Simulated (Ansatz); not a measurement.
# K2S: how the settings move a single-point run

How sensitive is a single-point run of K2S to its settings? A reference run comes first, then one run with altered input.

Method: reference: DFT, PBE, PAW with Ansatz's default frozen-core files, scalar-relativistic, in Ansatz 0.2.0.

1 further run of the same task is left out (it didn't finish).

## 1. The system as given

It takes space group Fm-3m (No. 225, cubic). The conventional cell has a = 7.391 Å, b = 7.391 Å, c = 7.391 Å, α = 90.00°, β = 90.00°, γ = 90.00°. K (site symmetry -43m) is surrounded by 4 S at 3.20 Å. Around S (site symmetry m-3m) lie 8 K at 3.20 Å.

Structure file:

```
CELL_PARAMETERS angstrom
0.00000 3.69550 3.69550
3.69550 0.00000 3.69550
3.69550 3.69550 0.00000
ATOMIC_POSITIONS crystal
K 0.25000 0.25000 0.25000
K 0.75000 0.75000 0.75000
S 0.00000 0.00000 0.00000
```

## 2. The reference run

The input, input.yaml:

```yaml
crystal:
  lattice:
    - [0.0, 3.6955, 3.6955]
    - [3.6955, 0.0, 3.6955]
    - [3.6955, 3.6955, 0.0]
  atoms:
    - { symbol: K, position: [0.25, 0.25, 0.25] }
    - { symbol: K, position: [0.75, 0.75, 0.75] }
    - { symbol: S, position: [0.0, 0.0, 0.0] }
kpoints:
  mp_grid: { grid: [7, 7, 7] }
  band_path:
    path:
      - [0.0, 0.0, 0.0]
      - [0.5, 0.0, 0.5]
      - [0.625, 0.25, 0.625]
      - [0.375, 0.375, 0.75]
      - [0.0, 0.0, 0.0]
      - [0.5, 0.5, 0.5]
      - [0.5, 0.25, 0.75]
      - [0.5, 0.0, 0.5]
    npoints: 14
scf:
  occupations: { method: fermi_dirac, width: 0.01 }
hamiltonian:
  xc: pbe
  pseudopotentials: { kind: paw }
output:
  forces: true
  stress: true
  eigenvalues: true
  efg: { contact_densities: true }
  populations: true
  bader: true
  dos: { projected: true, de: 0.2, e_range: [-14, 8] }
  write_density: true
  write_potential: true
  elf: true
  volumetric_format: npy
```

Run with:

```
> ansatz run input.yaml --threads 1 --pin off --max-ram 4096MiB --backend cpu --events-out ev --progress --plain --runs-dir out
```

## 3. Changing settings: mp_grid.grid [9, 9, 9]

Edit input.yaml of step 2 so:

```diff
@@ -10,3 +10,3 @@
 kpoints:
-  mp_grid: { grid: [7, 7, 7] }
+  mp_grid: { grid: [9, 9, 9] }
   band_path:
@@ -33,7 +33 @@
   populations: true
-  bader: true
-  dos: { projected: true, de: 0.2, e_range: [-14, 8] }
-  write_density: true
-  write_potential: true
-  elf: true
-  volumetric_format: npy
```

Before running it: what results should come out? Wanted: for each run, ending; energy change; pressure; gap; force.

As calculated:

```
                      run     ending  energy change  pressure (GPa)  gap (eV)  force (eV/Å)  cycles   time
                reference  converged              0             0.6      2.40          0.00       7   16 s
1: mp_grid.grid [9, 9, 9]  converged   0.0 meV/atom             0.6      2.40          0.00       7  6.8 s
```

Times don't compare one to one where runs were asked for different outputs or read a saved state (see the inputs); cycles may leave out searches for a lower state.

Residual by cycle in the longest SCF loop of each run; runs are numbered as in the table. The quantity is the density residual dr2, in eV.

```
cycle  reference    run 1
    1     8.1e-4   8.1e-4
    2     3.9e-4   3.9e-4
    3     2.1e-5   2.1e-5
    4     1.2e-5   1.3e-5
    5     2.7e-6   2.8e-6
    6     1.4e-7   1.0e-7
    7    3.7e-10  7.1e-10
```

What this shows: Changing the k-point mesh hardly moves the energy: 0.0 meV/atom.

The gaps are Kohn-Sham values of a semilocal functional, not quasiparticle or optical gaps. Such gaps usually fall short of the measured ones.
